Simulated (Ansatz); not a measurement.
# Cs (hcp)

Method: HSE06, scalar-relativistic; no spin polarisation; PAW, 420 eV, 6×6×4 k-mesh, Gaussian smearing of 0.05 eV; code Ansatz; PAW files: Ansatz's generated set soft_2.

```
Cs
1.0
     5.57835    0.00000    0.00000
    -2.78917    4.83099    0.00000
     0.00000    0.00000    9.11130
Cs
2
Direct
  0.33333 0.66667 0.75000
  0.66667 0.33333 0.25000
```

At room temperature and ambient pressure Cs is bcc.

The volume is at zero pressure for this level.

Path: Γ–M–K–Γ–A–L–H–A | L–M | H–K, with Γ = (0.000, 0.000, 0.000), M = (0.500, 0.000, 0.000), K = (0.333, 0.333, 0.000), A = (0.000, 0.000, 0.500), L = (0.500, 0.000, 0.500), H = (0.333, 0.333, 0.500) in reciprocal vectors of the calculation's cell.

Q: Is it a metal or an insulator, and if it has a gap, where are the band edges on this path?

A: A metal: bands cross the Fermi level.

Bands as a text map, energy in eV from the Fermi level (dashes), each leg drawn with the same width:
```
  2.79 |** *        ** ***       * **  *   *   
  2.57 |  * **    ** **                 **  *  
  2.36 | *    *** *      *         *         **
  2.14 |  *****  * *   *  *           ****     
  1.93 |   *   ****     ** ***    ****        *
  1.71 |  * ***           *   *  **   ****   * 
  1.50 |          *    *       *            *  
  1.29 |    **  *     *    *     *      ** * **
  1.07 |   ***** *            ***     *******  
  0.86 | ***      ** *      **  *    ***  ***  
  0.64 |* *    **   *          *             **
  0.43 |    ****             **       ****     
  0.21 | *    *    *        *    *   ***       
  0.00 |*---**------*------*------------**-----
 -0.21 |         *   *                         
 -0.43 |              *           *            
 -0.64 |   *              *                    
 -0.86 |               *                       
 -1.07 |          *     **         **          
 -1.29 |  *                                    
 -1.50 |               *                       
 -1.71 | *         * **                        
 -1.93 |*           *                          
 -2.14 |                                       
 -2.36 |                                       
 -2.57 |                                       
 -2.79 |                                       
 -3.00 |                                       
        Γ   M   K   Γ   A   L   H   AL   MH   K
```

Spin–orbit coupling, which matters for such heavy elements, is left out. For a metal under a hybrid functional this mesh is coarse.
